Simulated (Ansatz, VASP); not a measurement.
# CsH: VASP beside Ansatz

One calculation is typed for both programs; each brings its own data sets and cutoff. How far apart do they land? The cell is generated by rule, not measured, and may not be a known phase. The cell is taken from a series of VASP runs on this material, whose earlier steps may have relaxed, scaled or displaced it; both programs get it as it stands.

Calculated with Ansatz 0.2.0; plane waves, with VASP 6.6.1 beside it; band structure at PBE, single point at PBE and band structure at PBE, spin-orbit coupling.

The structure was built from a prototype and need not be the compound's stable phase.

## (1) The structure

Symmetry: F-43m, No. 216, cubic system. The conventional cell has a = 6.664 Å, b = 6.664 Å, c = 6.664 Å, α = 90.00°, β = 90.00°, γ = 90.00°. Nearest to Cs lie 4 H at 2.89 Å. Nearest to H lie 4 Cs at 2.89 Å. Farther neighbours are not listed.

As a file:

```
Cs H
1.0
     0.00000    3.33223    3.33223
     3.33223    0.00000    3.33223
     3.33223    3.33223    0.00000
Cs H
1 1
Direct
  0.00000 0.00000 0.00000
  0.25000 0.25000 0.25000
```

## (2) VASP: band structure, PBE

Levels along a path test the potential and the projectors away from the mesh points.

Lines of VASP's logs that name or quote its potential files are left out, and so is its time.

The input, INCAR:

```
SYSTEM = CsH
PREC = Accurate
ENCUT = 400
EDIFF = 1E-06
NELM = 100
ISMEAR = 0
SIGMA = 0.02
LREAL = .FALSE.
ALGO = Normal
GGA = PE
NBANDS = 17
LORBIT = 11
LWAVE = .FALSE.
LCHARG = .FALSE.
KPAR = 4
ISIF = 2
```

The input, POSCAR:

```
CsH
1.0
    0.0000000000      3.3322300000      3.3322300000
    3.3322300000      0.0000000000      3.3322300000
    3.3322300000      3.3322300000      0.0000000000
Cs H
1 1
Direct
    0.0000000000      0.0000000000      0.0000000000
    0.2500000000      0.2500000000      0.2500000000
```

The input, KPOINTS:

```
Automatic mesh
0
Gamma
10 10 10
0 0 0
```

The input, KPOINTS_OPT:

```
Line mode
24
Line-mode
Reciprocal
  0.00000000   0.00000000   0.00000000 GAMMA
  0.50000000   0.00000000   0.50000000 X

  0.50000000   0.00000000   0.50000000 X
  0.50000000   0.25000000   0.75000000 W

  0.50000000   0.25000000   0.75000000 W
  0.37500000   0.37500000   0.75000000 K

  0.37500000   0.37500000   0.75000000 K
  0.00000000   0.00000000   0.00000000 GAMMA

  0.00000000   0.00000000   0.00000000 GAMMA
  0.50000000   0.50000000   0.50000000 L

  0.50000000   0.50000000   0.50000000 L
  0.62500000   0.25000000   0.62500000 U

  0.62500000   0.25000000   0.62500000 U
  0.50000000   0.25000000   0.75000000 W

  0.50000000   0.25000000   0.75000000 W
  0.50000000   0.50000000   0.50000000 L

  0.50000000   0.50000000   0.50000000 L
  0.37500000   0.37500000   0.75000000 K

  0.62500000   0.25000000   0.62500000 U
  0.50000000   0.00000000   0.50000000 X
```

PAW data sets: Cs_sv and H (PBE family, release 64).

Launch:

```
> mpirun -np 4 vasp_std
```

Numbers of over 12 decimals in the logs are rounded to 6 here.

The log of the run:

```text
[banner, memory and clock lines left out]
running    4 mpi-ranks, on    1 nodes
 distrk:  each k-point on    1 cores,    4 groups
 distr:  one band on    1 cores,    1 groups

 POSCAR found type information on POSCAR CsH
 POSCAR found :  2 types and       2 ions
 LDA part: xc-table for (Slater+PW92), standard interpolation
 POSCAR, INCAR and KPOINTS ok, starting setup
 FFT: planning ... GRIDC
 FFT: planning ... GRID_SOFT
 FFT: planning ... GRID
 WAVECAR not read
 entering main loop
       N       E                     dE             d eps       ncg     rms          rms(c)
DAV:   1     0.369588852117E+02    0.36959E+02   -0.33085E+03  1598   0.390E+02
DAV:   2    -0.265473137673E+01   -0.39614E+02   -0.37483E+02  2159   0.822E+01
DAV:   3    -0.539348200077E+01   -0.27388E+01   -0.27322E+01  1835   0.229E+01
DAV:   4    -0.541105070448E+01   -0.17569E-01   -0.17567E-01  2138   0.209E+00
DAV:   5    -0.541111408897E+01   -0.63384E-04   -0.63384E-04  1884   0.134E-01    0.415E+00
DAV:   6    -0.454846043145E+01    0.86265E+00   -0.45898E-01  1667   0.231E+00    0.180E+00
DAV:   7    -0.436367590544E+01    0.18478E+00   -0.68490E-01  1702   0.225E+00    0.758E-01
DAV:   8    -0.441158416268E+01   -0.47908E-01   -0.11755E-01  1686   0.102E+00    0.525E-01
DAV:   9    -0.439858503894E+01    0.12999E-01   -0.25800E-02  1937   0.545E-01    0.546E-02
DAV:  10    -0.439919680614E+01   -0.61177E-03   -0.45704E-03  1786   0.187E-01    0.583E-02
DAV:  11    -0.439933869531E+01   -0.14189E-03   -0.11324E-03  1729   0.974E-02    0.526E-02
DAV:  12    -0.439922416607E+01    0.11453E-03   -0.25535E-04  1907   0.554E-02    0.280E-03
DAV:  13    -0.439922757243E+01   -0.34064E-05   -0.21688E-05  1830   0.144E-02    0.223E-03
DAV:  14    -0.439922803844E+01   -0.46600E-06   -0.92166E-07  1810   0.363E-03
   1 F= -.43992280E+01 E0= -.43992280E+01  d E =-.179517E-18
 Start KPOINTS_OPT (optional k-point list driver)
k-point batch [1-47\240]
       N       E                     dE             ncg
DAV:   1    -0.242507660083E+04   -0.12050E+05     1598
DAV:   2    -0.432978447092E+04   -0.19047E+04     2168
DAV:   3    -0.446712583957E+04   -0.13734E+03     1826
DAV:   4    -0.446806057389E+04   -0.93473E+00     2094
DAV:   5    -0.446806419408E+04   -0.36202E-02     1888
DAV:   6    -0.446806421366E+04   -0.19577E-04     2044
DAV:   7    -0.446806421380E+04   -0.13547E-06     1561
[...]
k-point batch [236-240\240]
       N       E                     dE             ncg
DAV:   1     0.106774605211E+05   -0.15993E+04      170
DAV:   2     0.104889343009E+05   -0.18853E+03      240
DAV:   3     0.104755468173E+05   -0.13387E+02      184
DAV:   4     0.104754629573E+05   -0.83860E-01      204
DAV:   5     0.104754626388E+05   -0.31843E-03      188
DAV:   6     0.104754626372E+05   -0.16805E-05      211
DAV:   7     0.104754626371E+05   -0.11378E-07      148
```

Parts of OUTCAR (step 2):

```text
ion  position               nearest neighbor table
   1  0.000  0.000  0.000-
   2  0.250  0.250  0.250-

  LATTYP: Found a face centered cubic cell.
 ALAT       =     6.6644600000

 Subroutine GETGRP returns: Found 24 space group operations
 (whereof 24 operations were pure point group operations)

The static configuration has the point symmetry T_d .

 Found     47 irreducible k-points:

   k-points           NKPTS =     47   k-points in BZ     NKDIM =     47   number of bands    NBANDS=     17

   dimension x,y,z NGX =    32 NGY =   32 NGZ =   32
   dimension x,y,z NGXF=    64 NGYF=   64 NGZF=   64

   ENCUT  =  400.0 eV  29.40 Ry    5.42 a.u.   7.68  7.68  7.68*2*pi/ulx,y,z

   NELECT =      10.0000    total number of electrons

 k-points in reciprocal lattice and weights: Automatic mesh
   0.00000000  0.00000000  0.00000000       0.001
   0.10000000  0.00000000  0.00000000       0.008
   0.20000000  0.00000000  0.00000000       0.008
   0.30000000  0.00000000  0.00000000       0.008
   0.40000000  0.00000000  0.00000000       0.008
   0.50000000  0.00000000  0.00000000       0.004
   0.10000000  0.10000000  0.00000000       0.006
   0.20000000  0.10000000  0.00000000       0.024
   0.30000000  0.10000000  0.00000000       0.024
[...]
-0.30000000  0.40000000  0.20000000       0.024
  -0.30000000  0.50000000  0.20000000       0.012

 average (electrostatic) potential at core
       1 -51.1988       2 -33.2883

 E-fermi :  -0.4276

 k-point     1 :       0.0000    0.0000    0.0000
  band No.  band energies     occupation
      1     -21.5410      2.00000
      2      -8.1414      2.00000
      3      -8.1414      2.00000
      4      -8.1414      2.00000
      5      -1.7634      2.00000
      6       3.8917      0.00000
      7       4.6373      0.00000
      8       4.6373      0.00000
      9       4.6373      0.00000
     10       6.4229      0.00000
    ...

 k-point     2 :       0.1000    0.0000    0.0000
  band No.  band energies     occupation
      1     -21.5365      2.00000
      2      -8.2079      2.00000
      3      -8.1484      2.00000
      4      -8.1484      2.00000
      5      -1.6486      2.00000
      6       3.4149      0.00000
      7       4.7162      0.00000
      8       4.7162      0.00000
      9       5.2882      0.00000
     10       6.2836      0.00000
    ...

 k-point     3 :       0.2000    0.0000    0.0000
  band No.  band energies     occupation
      1     -21.5244      2.00000
      2      -8.3731      2.00000
      3      -8.1666      2.00000
      4      -8.1666      2.00000
      5      -1.3752      2.00000
      6       2.9919      0.00000
      7       4.8405      0.00000
      8       4.8405      0.00000
      9       6.0845      0.00000
     10       6.1592      0.00000
    ...

  Total        0.5317395      0.5317395      0.5317395     -0.0000000     -0.0000000     -0.0000000
  in kB       11.5126303     11.5126303     11.5126303     -0.0000000     -0.0000000     -0.0000000
  external PRESSURE =      11.5126303 kB  Pullay stress =       0.0000000 kB

  energy-cutoff  :      400.00
  volume of cell :       74.00
      direct lattice vectors                 reciprocal lattice vectors
     0.000000000  3.332230000  3.332230000    -0.150049666  0.150049666  0.150049666
     3.332230000  0.000000000  3.332230000     0.150049666 -0.150049666  0.150049666
     3.332230000  3.332230000  0.000000000     0.150049666  0.150049666 -0.150049666

 POSITION                                       TOTAL-FORCE (eV/Angst)
 -----------------------------------------------------------------------------------
      0.00000      0.00000      0.00000         0.000000      0.000000     -0.000000
      1.66612      1.66612      1.66612        -0.000000     -0.000000      0.000000
 -----------------------------------------------------------------------------------
    total drift:                                0.000000      0.000000      0.000000

  FREE ENERGIE OF THE ION-ELECTRON SYSTEM (eV)
  ---------------------------------------------------
  free  energy   TOTEN  =        -4.3992280384 eV

  energy  without entropy=       -4.3992280384  energy(sigma->0) =       -4.39922804

 total charge
# of ion       s       p       d       tot
------------------------------------------
    1        1.851   4.687   0.048   6.586
    2        0.506   0.001   0.000   0.507
--------------------------------------------------
tot          2.357   4.688   0.048   7.093

[... 3 further parts left out ...]
```

The run ends at a pressure of 1.15 GPa.

## (3) Ansatz: band structure, PBE

Ansatz runs on its default PAW (the set named soft_2) files.

The same cell, functional, mesh and smearing now go to Ansatz, which takes its cutoff from its data sets.

The input, input.yaml:

```yaml
crystal:
  lattice:
    - [0.0, 3.33223, 3.33223]
    - [3.33223, 0.0, 3.33223]
    - [3.33223, 3.33223, 0.0]
  atoms:
    - { symbol: Cs, position: [0.0, 0.0, 0.0] }
    - { symbol: H, position: [0.25, 0.25, 0.25] }
hamiltonian:
  xc: pbe
  pseudopotentials: { kind: paw }
kpoints:
  mp_grid: { grid: [10, 10, 10] }
  band_path:
    path:
      - [0.0, 0.0, 0.0]
      - [0.17391, 0.0, 0.17391]
      - [0.34783, 0.0, 0.34783]
      - [0.5, 0.0, 0.5]
      - [0.5, 0.08696, 0.58696]
      - [0.5, 0.18478, 0.68478]
      - [0.5, 0.25, 0.75]
      - [0.49457, 0.25543, 0.75]
      - [0.45109, 0.29891, 0.75]
      - [0.40761, 0.34239, 0.75]
      - [0.34239, 0.34239, 0.68478]
      - [0.21196, 0.21196, 0.42391]
      - [0.08152, 0.08152, 0.16304]
      - [0.04348, 0.04348, 0.04348]
      - [0.23913, 0.23913, 0.23913]
      - [0.41304, 0.41304, 0.41304]
      - [0.5163, 0.46739, 0.5163]
      - [0.55978, 0.38043, 0.55978]
      - [0.6087, 0.28261, 0.6087]
      - [0.60326, 0.25, 0.64674]
      - [0.55978, 0.25, 0.69022]
      - [0.5163, 0.25, 0.7337]
      - [0.5, 0.30435, 0.69565]
      - [0.5, 0.3913, 0.6087]
      - [0.5, 0.47826, 0.52174]
      - [0.47283, 0.47283, 0.55435]
      - [0.42391, 0.42391, 0.65217]
      - [0.38043, 0.38043, 0.73913]
      - [0.59239, 0.18478, 0.59239]
      - [0.54891, 0.09783, 0.54891]
      - [0.5, 0.0, 0.5]
    npoints: 1
scf:
  occupations: { method: gaussian, width: 0.02 }
  n_extra_bands: 7
output:
  forces: true
  stress: true
  eigenvalues: true
  write_density: true
  write_potential: true
  elf: true
  volumetric_format: npy
```

Launch:

```
> ansatz run input.yaml --threads 2 --pin off --max-ram 4608MiB --backend cpu --events-out ev --progress --plain --runs-dir out
```

The log of the run:

```text
scf.n_extra_bands = 7 over 5 filled bands (N_el = 10.0): the run solves 12 bands
Engine: ansatz 0.2.0, aarch64-unknown-linux-gnu
Pseudopotentials: kind: paw
Pseudopotential: Cs, paw, valence charge 9, recommended cutoff 420 eV (normal), Cs.paw.azcp
Pseudopotential: H, paw, valence charge 1, recommended cutoff 420 eV (normal), H.paw.azcp
Functional definition: PBE
  parameter kappa = 0.804
  parameter beta = 0.066725
  exchange = pbe_x(kappa = kappa, mu = beta*pi^2/3)
  correlation = pbe_c(beta = beta)
Crystal: 2 atoms, lattice volume = 74.001 Å³
Basis set: ecut = 420 eV, 1459 PW (Γ), exchange–correlation on 64×64×64 points (8 copies of the dense FFT grid, shifted against one another)
Bands: 12, of which v1, the nominal top of the filled ones, is band 5 counted from 1 (4 counted from 0)
Symmetry: 24 space group operations
Space group: F-43m (ITA 216), of the structure as read, at distance tolerance 4.2e-5 Å
k-points: 47 of 1000 (time reversal used)
Non-local potential: Cs, projectors of the file, l = 0: 3, l = 1: 2, l = 2: 2, l = 3: 2
Non-local potential: H, projectors of the file, l = 0: 2, l = 1: 1
PAW form: soft (Blöchl's): semilocal exchange-correlation on the pseudo side does not see the compensation charge
PAW one-centre angular grid: Cs, 194 points (default); XC on 64 Gauss nodes
PAW one-centre angular grid: H, 110 points (default); XC on 64 Gauss nodes
Initial density: superposition of atomic densities (neutral atoms: chi_scale 0, normalization atom), corrected by the library's trained network
Initial wavefunctions: pseudopotential atomic-orbital guess
Functional: x = pbe(κ = 0.804, μ = 0.219515), c = pbe(β = 0.066725)
SCF iter   1: F=—  HF=-5686.806897 eV  |F-HF|=—  |Δ(HF+E_count)|=         —  Δρ=1.05e-3  dr2=1.21e-3  ethr=1.77e-3  ⟨swp⟩=6.8  Hψ=4519  notcnv=0
preconditioner: auto → none  [insulator: Δε(μ)=2.765 eV  Ē_g=12.606 eV  σ=0.020 eV  W_gap=1.00  n_scr=14 (ndim 8)  ℏωp=12.2 eV  f_vac=0.132  D(μ)=0.00/eV (n_scr^D=0)  ε∞_Penn≈1.9]
SCF iter   2: F=—  HF=-5686.807656 eV  |F-HF|=—  |Δ(HF+E_count)|=   7.59e-4  Δρ=5.20e-4  dr2=2.16e-4  ethr=1.21e-5  ⟨swp⟩=2.1  Hψ=1352  notcnv=0  defer=91
SCF iter   3: F=—  HF=-5686.807875 eV  |F-HF|=—  |Δ(HF+E_count)|=   2.20e-4  Δρ=2.35e-4  dr2=3.94e-5  ethr=2.16e-6  ⟨swp⟩=2.0  Hψ=727  notcnv=0  defer=91
SCF iter   4: F=—  HF=-5686.807961 eV  |F-HF|=—  |Δ(HF+E_count)|=   8.53e-5  Δρ=3.08e-5  dr2=8.44e-7  ethr=3.94e-7  ⟨swp⟩=2.1  Hψ=868  notcnv=0  defer=91
iter 5 did not close the SCF: its close was put off for the readings that it lacked (scf_convergence_deferred on its scf_iter line)
SCF iter   5: F=-5686.807963 eV  HF=-5686.807962 eV  |F-HF|=1.62e-7  |Δ(HF+E_count)|=   1.88e-6  Δρ=1.27e-5  dr2=9.94e-8  ethr=8.44e-9  ⟨swp⟩=2.0  Hψ=704  notcnv=0  defer=91
SCF iter   6: F=-5686.807963 eV  HF=-5686.807963 eV  |F-HF|=1.34e-9  |Δ(HF+E_count)|=   2.02e-7  Δρ=1.51e-6  dr2=1.29e-9  ethr=9.94e-10  ⟨swp⟩=10.9  Hψ=3569  notcnv=0
SCF 1 converged in 6 iterations: F = -5686.807963 eV  dr2 = 1.29e-9
  greatest PAW one-centre occupation: 0.927 electrons in one spin orbital (limit 2), on the Cs atom at site 0 (counted from 0), in its partial waves of l = 0
NSCF: frozen V_eff on 31 k-points
SCF converged after 6 iterations
Free energy (F): -5686.807963 eV
Harris-Foulkes:  -5686.807963 eV  (|F-HF|=1.34e-9)
Internal energy: -5686.807963 eV  (E = F + TS)
E sigma→0 (E₀):  -5686.807963 eV
Fermi energy:    3.623698 eV
--- Per-component energies (eV) ---
  E_band       = -67.060985
  E_kinetic    = 156.305122
  E_local      = -308.949076  (includes V_loc(G=0)·N_el)
  E_nonlocal   = 31.552970
  E_hartree    = 106.995819
  E_xc         = -183.780123
  E_vxc        = -138.667154  (∫ρ·V_xc dr)
  E_paw        = -5067.177320  (= ΣΔE_a)
  E_vpaw       = -21.293308  (= ΣTr[D̂ρ^β])
  E_aug_tail   = -0.001113  (compensation charges beyond the density's cutoff)
  E_ewald      = -421.754241
  E_smearing   = -0.000000  (= −TS)
  E_closure    = 0.000000  (closes the sum)
  Σ components = -5686.807963   (vs F -5686.807963, Δ=0.00e0)
--- Forces (eV/Å), atoms counted from 1 ---
  atom   1  Cs    -0.00000000     0.00000000     0.00000000
  atom   2  H     -0.00000000     0.00000000     0.00000000
  max |Σ_I F_I| component: 8.50e-17 eV/Å
--- Stress (GPa, compression-positive) ---
        1.231023      -0.000000      -0.000000
        0.000000       1.231023       0.000000
       -0.000000       0.000000       1.231023
  P = ⅓ Tr σ = 1.2310 GPa (12.310 kbar)
--- Band table (eV; the first three rows and the last of 47) ---
  k-point 0: bands = [... 1 lower, -5.3448, -5.3448, -5.3448, 1.0235, 6.6037, 7.4284, 7.4284, 7.4284, ... 3 higher]
  k-point 1: bands = [... 1 lower, -5.4114, -5.3518, -5.3518, 1.1381, 6.1646, 7.5051, 7.5051, 8.0408, ... 3 higher]
  k-point 2: bands = [... 1 lower, -5.5768, -5.3701, -5.3701, 1.4112, 5.7622, 7.6258, 7.6258, 8.8055, ... 3 higher]
  k-point 46: bands = [... 1 lower, -5.8282, -5.6747, -5.5517, 2.2445, 5.6536, 6.6588, 7.8508, 10.5635, ... 3 higher]
```

Run time: 6.2 s. Hardware: 2 threads of Arm Neoverse N1, shared host; peak memory 0.35 GiB; 12 s of CPU time.

The column dr2 measures how far the density is from self-consistency, as an energy; F and HF (Harris–Foulkes) agree once it is small.

## (4) Side by side

Known differences besides the potentials themselves: the cutoff is 420 eV in Ansatz and 400 eV in VASP; VASP leaves aspherical gradient terms in its spheres out (LASPH is not set), Ansatz keeps them. Total energies have different zeros and are not compared.

Both answers:

| quantity | Ansatz | VASP | difference |
| --- | --- | --- | --- |
| pressure (GPa) | 1.23 | 1.15 | +0.08 |
| gap over the path points (eV) | 2.749 | 2.744 | +0.005 |

Levels at points of the path, from each program's valence-band top (eV; 4 filled, then empty):

```csv
k (reciprocal lattice),Ansatz,VASP
0.000 0.000 0.000,-7.60 -7.60 -7.60 -1.23 4.35 5.17 5.17,-7.61 -7.61 -7.61 -1.23 4.43 5.17 5.17
0.174 0.000 0.174,-7.78 -7.65 -7.65 -0.81 3.36 5.56 5.56,-7.79 -7.66 -7.66 -0.81 3.38 5.57 5.57
0.348 0.000 0.348,-8.09 -7.75 -7.75 -0.23 2.89 4.54 6.71,-8.10 -7.76 -7.76 -0.22 2.89 4.55 6.75
0.500 0.000 0.500,-8.20 -7.80 -7.80 -0.09 2.75 4.55 8.05,-8.21 -7.80 -7.80 -0.09 2.74 4.56 8.18
0.500 0.087 0.587,-8.17 -7.83 -7.80 -0.07 2.90 4.51 6.94,-8.18 -7.83 -7.81 -0.07 2.90 4.51 7.00
0.500 0.185 0.685,-8.10 -7.91 -7.80 -0.01 3.33 4.42 5.73,-8.10 -7.92 -7.81 -0.01 3.33 4.42 5.77
0.500 0.250 0.750,-8.05 -7.96 -7.81 0.00 3.51 4.39 5.39,-8.06 -7.97 -7.81 0.00 3.51 4.39 5.43
0.495 0.255 0.750,-8.05 -7.96 -7.81 0.00 3.51 4.39 5.40,-8.06 -7.96 -7.81 0.00 3.51 4.39 5.43
0.451 0.299 0.750,-8.08 -7.94 -7.79 -0.02 3.44 4.37 5.67,-8.08 -7.95 -7.80 -0.02 3.44 4.37 5.71
0.408 0.342 0.750,-8.10 -7.93 -7.76 -0.04 3.34 4.38 6.18,-8.10 -7.94 -7.77 -0.04 3.34 4.38 6.22
```

Among the levels compared at these points, filled levels agree within 8 meV and empty ones within 128 meV. Ansatz's pressure holds a Pulay correction of 0.02 GPa; VASP's holds none.

## (5) Further runs

Further runs change the set-up of one program: Ansatz's method, potentials or start, or VASP's data sets, cutoff or form of LDA. The table gives Ansatz less VASP for each quantity, since a change that brings one quantity closer may part another.

```csv
run,pressure (GPa),gap over the path points (eV)
as above,0.080,0.0053
Ansatz's all-electron LAPW method,0.079,0.0053
```

## (6) Ansatz: single point, PBE

A single point gives forces, pressure and levels at one fixed geometry, so differences don't come from the geometry; what else differs is listed under the comparison.

The cell is taken from a series of VASP runs on this material, whose earlier steps may have relaxed, scaled or displaced it; both programs get it as it stands.

input.yaml, the sections that differ from step 3:

```yaml
kpoints:
  mp_grid: { grid: [8, 8, 8] }
scf:
  occupations: { method: gaussian, width: 0.02 }
  n_extra_bands: 4
output:
  forces: true
  stress: true
  eigenvalues: true
# crystal, hamiltonian: as in step 3
```

The log of the run:

```text
[...]
Crystal: 2 atoms, lattice volume = 74.001 Å³
Basis set: ecut = 420 eV, 1459 PW (Γ), exchange–correlation on 64×64×64 points (8 copies of the dense FFT grid, shifted against one another)
Bands: 9, of which v1, the nominal top of the filled ones, is band 5 counted from 1 (4 counted from 0)
Symmetry: 24 space group operations
[...]
k-points: 29 of 512 (time reversal used)
[...]
Free energy (F): -5686.807955 eV
[...]
Internal energy: -5686.807955 eV  (E = F + TS)
E sigma→0 (E₀):  -5686.807955 eV
Fermi energy:    3.628085 eV
[...]
--- Stress (GPa, compression-positive) ---
        1.231025       0.000000      -0.000000
       -0.000000       1.231025       0.000000
       -0.000000       0.000000       1.231025
  P = ⅓ Tr σ = 1.2310 GPa (12.310 kbar)
--- Band table (eV; the first three rows and the last of 29) ---
[...]
[key lines of the parts left out:]
SCF converged after 6 iterations
```

Wall time 2 s (2 threads); peak memory 0.3 GiB; 3.7 s of CPU time.

The run ends at a pressure of 1.23 GPa.

[end of part 1 of 2]

[Lines on the potential files, build, host, timing and source positions are cut from VASP's logs without a mark.]

[Logs are printed without paths, hosts, clocks, repeated set-up lines and the standing remarks that a program may print on its own settings, such as how far it seeks lower states.]

[Hosts, paths, dates, database ids (printed as entryN), source tags and the programs' standing remarks are cut or masked in the printed files.]
